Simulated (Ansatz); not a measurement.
# From LDA to G0W0: Ga4P3N (quasi-random alloy, started on the GaP lattice) (P1), part 2 of 3

Aim: the quasiparticle gap of Ga4P3N (quasi-random alloy, started on the GaP lattice) (P1), starting from LDA.

Ansatz 0.2.0; LDA, then G0W0 on it, plane waves, PAW. Known limits of the many-body steps: finite bands, screening cutoff and k mesh; no spin-orbit coupling in G0W0; d shells not analysed; large ε∞ on the G0W0 mesh; screening cutoff under 40 eV in some runs.

So far. Step 2 (The LDA band structure): Over mesh and path the gap is 0.314 eV, in a supercell, where edges may be folded.

## 3. G0W0 on the 2×2×2 mesh

G0W0 replaces the xc potential by a self-energy built once from the orbitals of the start. Levels are corrected in the window of bands that the input names, at points of the mesh.

This step: G0W0 on LDA, plane waves, PAW.

Contents of input.yaml:

```yaml
crystal:
  lattice:
    - [-5.1720698227, 5.1221296664, -5.1618321197]
    - [5.1709630415, 5.1330390847, 5.1738483192]
    - [5.1524989673, -5.134145866, -5.1542774638]
  atoms:
    - { symbol: Ga, position: [-0.0055407507, -0.0012591672, -0.0031440747] }
    - { symbol: Ga, position: [0.2490559126, 0.5035991128, 0.2938092581] }
    - { symbol: Ga, position: [0.5257460106, -0.0012485533, 0.4953411122] }
    - { symbol: Ga, position: [0.7943053946, 0.5062378865, 0.7460375796] }
    - { symbol: Ga, position: [0.7486324702, 0.2495044373, 0.0032308896] }
    - { symbol: Ga, position: [0.0100303118, 0.7567072845, 0.2556857644] }
    - { symbol: Ga, position: [0.2526592221, 0.2798525961, 0.5030630618] }
    - { symbol: Ga, position: [0.4771775851, 0.7221061209, 0.7582090363] }
    - { symbol: Ga, position: [0.4937856281, 0.5262530459, -0.0017537568] }
    - { symbol: Ga, position: [0.7098768078, -0.0349980478, 0.2382402406] }
    - { symbol: Ga, position: [0.0253137384, 0.4964773335, 0.5263534121] }
    - { symbol: Ga, position: [0.2533401664, 0.0057422494, 0.7470102522] }
    - { symbol: Ga, position: [0.2453024989, 0.7097548889, -0.0303518757] }
    - { symbol: Ga, position: [0.5053244, 0.2573799081, 0.250789929] }
    - { symbol: Ga, position: [0.7524454058, 0.7891908206, 0.5052993541] }
    - { symbol: Ga, position: [-0.0294562364, 0.246859349, 0.7163039195] }
    - { symbol: P, position: [0.0044699684, 0.2591929069, -0.0012707143] }
    - { symbol: P, position: [0.257758945, 0.7425133457, 0.2455446887] }
    - { symbol: P, position: [0.5103846205, 0.2568532998, 0.5069453931] }
    - { symbol: P, position: [0.740418097, 0.7422237305, 0.7426276744] }
    - { symbol: P, position: [0.7501857447, 0.506262666, -0.0072348416] }
    - { symbol: P, position: [-0.0094512542, 0.0053903856, 0.2547796857] }
    - { symbol: "N", position: [0.2507290327, 0.5055086109, 0.521029174] }
    - { symbol: P, position: [0.5012419253, -0.0149031674, 0.7437590622] }
    - { symbol: "N", position: [0.4846679845, 0.7396004553, -0.0078344479] }
    - { symbol: P, position: [0.7576461012, 0.2440409062, 0.2609024459] }
    - { symbol: P, position: [-0.004076669, 0.743664584, 0.5032570517] }
    - { symbol: P, position: [0.2409734713, 0.2587494136, 0.7459538966] }
    - { symbol: P, position: [0.2500103955, -0.0141750726, -0.0036186508] }
    - { symbol: P, position: [0.498575069, 0.5156418491, 0.2569821389] }
    - { symbol: "N", position: [0.7471430253, 0.0054116061, 0.4916597141] }
    - { symbol: "N", position: [0.0113249774, 0.491865215, 0.7423936272] }
kpoints:
  mp_grid: { grid: [2, 2, 2] }
hamiltonian:
  xc: lda
scf:
  occupations: { method: fixed }
gw:
  n_empty_bands: 971
  ecut_chi: 85.0
  qp_bands: [v4, c4]
  qp_kpoints: band_edges
  screening: { model: contour_deformation }
```

Launch:

```
$ ansatz run input.yaml --threads 3 --pin off --max-ram 92160MiB --backend cuda --events-out ev --progress --plain --runs-dir out --devices 1 --max-vram 13GiB  # rebuilt from the run's record
```

Numbers of over 12 decimals in the logs are rounded to 6 here.

The log of the run:

```text
GPUs: using 1 of 1 available (devices: 1).
[...]
GPU FFT provider: cuFFT
GPU libraries: cuBLAS 13.8.2, cuFFT 12.4.0, cuSOLVER 12.3.4
Crystal: 32 atoms, lattice volume = 546.075 Å³
Basis set: ecut = 420 eV, 10701 PW (Γ)
Bands: 176, of which v1, the nominal top of the filled ones, is band 144 counted from 1 (143 counted from 0)
Symmetry: 1 space group operations
[...]
k-points: 8
[...]
GPU buffer pool allocated for 216000 grid points (all kernels)
[...]
SCF iter   1: F=—  HF=-69529.780712 eV  |F-HF|=—  |Δ(HF+E_count)|=         —  Δρ=8.49e-3  dr2=3.61e-1  ethr=1.77e-3  ⟨swp⟩=5.2  Hψ=4475  notcnv=0  defer=231
[...]
SCF iter   9: F=-69529.673789 eV  HF=-69529.673789 eV  |F-HF|=9.60e-10  |Δ(HF+E_count)|=   1.15e-7  Δρ=2.28e-6  dr2=2.65e-8  ethr=3.47e-11  ⟨swp⟩=13.4  Hψ=7810  notcnv=0
SCF 1 converged in 9 iterations: F = -69529.673789 eV  dr2 = 2.65e-8
[...]
NSCF: frozen V_eff on 8 k-points
the band table was solved once the SCF had ended and its energy, with any forces and stress, was formed, with the checks that follow a solve (4779 applications of the Hamiltonian). They found nothing against the state; the energy, forces and stress were not computed again (output.eigenvalues in the input reference)
[...]
G₀W₀ screening: q 1/8
[... further progress lines ...]
SCF converged after 9 iterations
Free energy (F): -69529.673789 eV
[...]
Internal energy: -69529.673789 eV  (E = F + TS)
E sigma→0 (E₀):  -69529.673789 eV
Fermi energy:    8.292994 eV
[...]
--- Band table (eV; the first three rows and the last of 8) ---
  k-point 0: bands = [... 140 lower, 7.4260, 7.9653, 8.0850, 8.2767, 8.6028, 9.3830, 9.5171, 9.9108, ... 28 higher]
  k-point 1: bands = [... 140 lower, 7.1276, 7.1784, 7.4907, 7.9484, 9.8199, 9.8625, 10.1864, 10.3901, ... 28 higher]
  k-point 2: bands = [... 140 lower, 6.9558, 7.1888, 7.4519, 7.9789, 9.6483, 9.9992, 10.1612, 10.5226, ... 28 higher]
  k-point 7: bands = [... 140 lower, 7.2395, 7.3051, 7.3661, 7.4303, 9.1531, 9.7057, 9.8062, 10.5313, ... 28 higher]
--- G₀W₀: contour deformation, 8 samples at zero and on the imaginary axis and 2 off it, 8 q-points, 971 empty bands' worth ---
  eigenvalues of the whole cell's RPA ε∞ on this k-mesh (on a slab, of 1 + 4πα/V) = 20.0923, 25.1288, 58.2664; static W/v taken at q = 0 is 0.031835
  gw.qp_kpoints: band_edges: 8 of 8 stored k-points solved, in 1 pass; an edge of the gap read off the rows below is read off those points alone
  `?` marks the rows in doubt; gw_qp.tsv's column doubts and the gw_qp event give each row's grounds
    ik  band        ε_KS         Σx   Σc(E_QP)       V_xc       Z   E_QP_lin       E_QP  E_QP is
     0   141      7.4260   -16.8435     1.6910   -14.9871  0.7088     7.2567     7.2606  root
     0   142      7.9653   -18.0767     1.7066   -16.2813  0.7084     7.8756     7.8765  root
     0   143      8.0850   -17.8300     1.6146   -16.1151  0.7095     7.9834     7.9846  root
     0   144      8.2767   -17.6281     1.5157   -16.0012  0.7107     8.1640     8.1655  root
     0   145      8.6028    -9.8589    -3.7946   -14.0951  0.7258     9.0950     9.0443  root
     0   146      9.3830    -7.8630    -3.8695   -12.0179  0.7323     9.6860     9.6685  root
     0   147      9.5171    -7.6914    -3.8778   -11.8394  0.7333     9.8018     9.7873  root
     0   148      9.9108    -8.5398    -4.0646   -13.0005  0.7296    10.3433    10.3071  root
     1   141      7.1276   -16.7960     1.8297   -14.7884  0.7068     6.9452     6.9496  root
     1   142      7.1784   -16.7992     1.8103   -14.8117  0.7064     6.9964     7.0012  root
     1   143      7.4907   -17.9896     1.8194   -16.0785  0.7069     7.3982     7.3991  root
     1   144      7.9484   -17.6863     1.6160   -15.9695  0.7098     7.8463     7.8475  root
     1   145      9.8199    -9.4390    -3.9350   -13.8147  0.7220    10.3111    10.2607  root
     1   146      9.8625    -8.8502    -4.0237   -13.2816  0.7237    10.3096    10.2702  root
     1   147     10.1864    -9.9972    -4.1071   -14.5958  0.7179    10.7509    10.6778  root ?
     1   148     10.3901    -8.7709    -4.1454   -13.3367  0.7218    10.8539    10.8104  root
     2   141      6.9558   -16.6260     1.7546   -14.7134  0.7059     6.7945     6.7979  root
     2   142      7.1888   -16.7440     1.7874   -14.7804  0.7065     7.0082     7.0126  root
     2   143      7.4519   -18.0351     1.8289   -16.1268  0.7063     7.3719     7.3726  root
     2   144      7.9789   -17.6576     1.6002   -15.9606  0.7095     7.8811     7.8822  root
     2   145      9.6483    -9.7000    -3.8816   -14.0252  0.7208    10.1434    10.0919  root
     2   146      9.9992    -9.8190    -4.0291   -14.3186  0.7189    10.5326    10.4698  root ?
     2   147     10.1612    -8.4789    -4.0663   -12.9389  0.7264    10.5905    10.5550  root
     2   148     10.5226    -8.7976    -4.1609   -13.3831  0.7209    10.9921    10.9472  root
     3   141      6.9025   -16.7351     1.8296   -14.7471  0.7056     6.7406     6.7441  root
     3   142      6.9571   -16.6963     1.7770   -14.7554  0.7061     6.7894     6.7931  root
     3   143      7.3826   -18.0000     1.8421   -16.0749  0.7062     7.2987     7.2995  root
     3   144      8.0680   -17.6195     1.5669   -15.9620  0.7097     7.9765     7.9774  root
     3   145      9.8162    -9.8069    -3.9796   -14.2539  0.7197    10.3448    10.2835  root ?
     3   146      9.9573    -9.6594    -3.9912   -14.1075  0.7196    10.4710    10.4143  root ?
     3   147     10.0433    -8.8986    -3.9832   -13.2949  0.7247    10.4973    10.4564  root
     3   148     10.3467    -9.4420    -4.1175   -14.0301  0.7194    10.8803    10.8173  root ?
     4   141      6.9087   -16.5875     1.7926   -14.6338  0.7059     6.7441     6.7477  root
     4   142      7.2012   -16.7561     1.7978   -14.7859  0.7062     7.0244     7.0287  root
     4   143      7.6446   -18.0378     1.7754   -16.1873  0.7072     7.5689     7.5695  root
     4   144      7.6816   -17.7955     1.6948   -16.0181  0.7085     7.5984     7.5990  root
     4   145      9.8842    -9.6669    -3.9532   -14.0795  0.7206    10.4017    10.3436  root ?
     4   146      9.9581    -9.8698    -4.0036   -14.3411  0.7196    10.4873    10.4258  root ?
     4   147     10.1600    -9.3090    -4.0540   -13.8026  0.7210    10.6496    10.5996  root
     4   148     10.3076    -8.2355    -4.1099   -12.7219  0.7267    10.7152    10.6840  root
     5   141      6.9320   -16.6015     1.7812   -14.6552  0.7053     6.7632     6.7669  root
     5   142      7.1725   -16.7483     1.8010   -14.7710  0.7064     6.9918     6.9962  root
     5   143      7.5109   -17.9029     1.7794   -16.0363  0.7071     7.4228     7.4236  root
     5   144      7.9594   -17.7083     1.6225   -15.9928  0.7093     7.8655     7.8664  root
     5   145      9.8568    -9.2501    -3.9662   -13.6365  0.7232    10.3203    10.2770  root
     5   146      9.9322    -9.7077    -3.9746   -14.1397  0.7190    10.4465    10.3896  root ?
     5   147     10.0416    -9.6126    -4.0623   -14.1455  0.7203    10.5752    10.5122  root ?
     5   148     10.5013    -8.3891    -4.1298   -12.9120  0.7249    10.9298    10.8944  root
     6   141      6.9281   -16.6435     1.7472   -14.7274  0.7067     6.7551     6.7591  root
     6   142      7.1053   -16.7585     1.8033   -14.7774  0.7067     6.9230     6.9276  root
     6   143      7.3946   -17.9952     1.8768   -16.0171  0.7059     7.2920     7.2932  root
     6   144      8.2930   -17.4790     1.4772   -15.8910  0.7113     8.1807     8.1822  root
     6   145      9.5958    -9.2278    -3.9754   -13.6325  0.7232    10.0716    10.0252  root
     6   146     10.0564    -9.6611    -4.0049   -14.1293  0.7207    10.5794    10.5198  root ?
     6   147     10.3041    -9.7281    -4.1115   -14.3245  0.7178    10.8585    10.7889  root ?
     6   148     10.6207    -8.5163    -4.1410   -13.0546  0.7234    11.0546    11.0180  root
     7   141      7.2395   -17.0613     1.7896   -15.1086  0.7075     7.0728     7.0766  root
     7   142      7.3051   -17.0142     1.7799   -15.0715  0.7074     7.1388     7.1425  root
     7   143      7.3661   -16.9476     1.7941   -14.9921  0.7064     7.2011     7.2048  root
     7   144      7.4303   -17.0175     1.7703   -15.0867  0.7075     7.2663     7.2699  root
     7   145      9.1531    -9.8867    -3.8948   -14.2634  0.7253     9.7033     9.6349  root ?
     7   146      9.7057    -9.5144    -4.0955   -14.1074  0.7255    10.2800    10.2031  root ?
     7   147      9.8062    -9.7070    -4.0846   -14.2909  0.7249    10.3832    10.3054  root ?
     7   148     10.5313    -7.7984    -4.1129   -12.3003  0.7297    10.9546    10.9202  root
```

It took 70 s on 1 × NVIDIA H100 80GB HBM3 (shared by 6 runs) with 3 threads of AMD EPYC 7R13 (Zen 3), shared host; peak memory 4.6 GiB; 2.1 min of CPU time.

Numbers from this step:

```yaml
bands_summed: 1115
rpa_eps_infinity_on_this_mesh_eigenvalues: 20.09, 25.13, 58.27
plane_waves_in_the_screening_matrix: 959
q_points_in_the_mesh: 8
g0w0_gap_over_the_corrected_points: 0.8621 eV
k_of_the_valence_top: -0.5, -0.5, 0
k_of_the_conduction_bottom: 0, 0, 0
starting_gap_on_the_mesh: 0.3098 eV
z_at_the_valence_top: 0.7113
z_at_the_conduction_bottom: 0.7258
least_direct_g0w0_gap_over_the_corrected_points: 0.8788 eV
```

Over all 8 irreducible mesh points the G0W0 gap is 0.862 eV, in a supercell, where edges may be folded. The LDA gap of this run on the mesh is 0.310 eV. The two states that bound the G0W0 gap lie that far apart at the start, so the correction of the gap is 0.862 − 0.310 = +0.552 eV. The start of this run differs from the step before in mesh (4×4×4 and 2×2×2). The program marks 14 of the 64 corrected levels as in doubt (Σc rises), neither edge state among them.

Labels follow the order of the start: v1 is the top filled band, c1 the lowest empty one; levels that stay degenerate share a row, the window can cut a multiplet, doubted levels are not marked in this list, bands outside the window were not corrected, and the list may be a part of the corrected levels. Levels before and after the correction, in eV, zero at the valence-band top of each column:

```csv
,conduction bottom,valence top
Kohn-Sham,0.31,0.00
G0W0,0.86,0.00
```

```csv
,level,occupation,energy (eV)
Kohn-Sham,Γ v3,2,-0.328
Kohn-Sham,Γ v2,2,-0.208
Kohn-Sham,Γ v1,2,-0.016
Kohn-Sham,Γ c1,0,0.310
Kohn-Sham,Γ c2,0,1.090
Kohn-Sham,Γ c3,0,1.224
Kohn-Sham,(-0.5 -0.5 0) v3,2,-1.188
Kohn-Sham,(-0.5 -0.5 0) v2,2,-0.898
Kohn-Sham,(-0.5 -0.5 0) v1,2,0.000
Kohn-Sham,(-0.5 -0.5 0) c1,0,1.303
Kohn-Sham,(-0.5 -0.5 0) c2,0,1.763
Kohn-Sham,(-0.5 -0.5 0) c3,0,2.011
G0W0,Γ v3,2,-0.306
G0W0,Γ v2,2,-0.198
G0W0,Γ v1,2,-0.017
G0W0,Γ c1,0,0.862
G0W0,Γ c2,0,1.486
G0W0,Γ c3,0,1.605
G0W0,(-0.5 -0.5 0) v3,2,-1.255
G0W0,(-0.5 -0.5 0) v2,2,-0.889
G0W0,(-0.5 -0.5 0) v1,2,0.000
G0W0,(-0.5 -0.5 0) c1,0,1.843
G0W0,(-0.5 -0.5 0) c2,0,2.338
G0W0,(-0.5 -0.5 0) c3,0,2.607
```

The parts of the quasiparticle energy for the two states that bound the G0W0 gap, in eV on the run's own scale (QP = start + Σx + Σc − Vxc, with Σc at the quasiparticle energy):

```csv
edge,k,band,start,Σx,Σc,Vxc,Z,QP
valence top,"(-0.500, -0.500, 0.000)",144,8.293,−17.479,1.477,−15.891,0.711,8.182
conduction bottom,Γ,145,8.603,−9.859,−3.795,−14.095,0.726,9.044
```

(Part 2 of 3 ends here.)

[Paths, hosts, dates, memory and timing lines, banners, echoed tables and standing remarks are left out of the program output.]

[Logs are printed without paths, hosts, clocks, repeated set-up lines and the standing remarks that a program may print on its own settings, such as how far it seeks lower states.]

[Runs of the session that timed out or met a known fault of the program may be left out.]

[Cells called generated may have been cut or substituted from an entry of the Crystallography Open Database or the Materials Project.]

[Hosts, paths, dates, database ids (printed as entryN), source tags and the programs' standing remarks are cut or masked in the printed files.]

[Where an RPA ε∞ is given, it is that of the G0W0 mesh and is not shown converged in it. Names of k-points follow the symmetry that the program found, which can be lower than the space group named. Band edges on a path are those of the sampled points; other points can move an edge, and change direct to indirect where valleys lie close.]

[Hybrid gaps are those of their k-mesh and are not shown converged in it.]
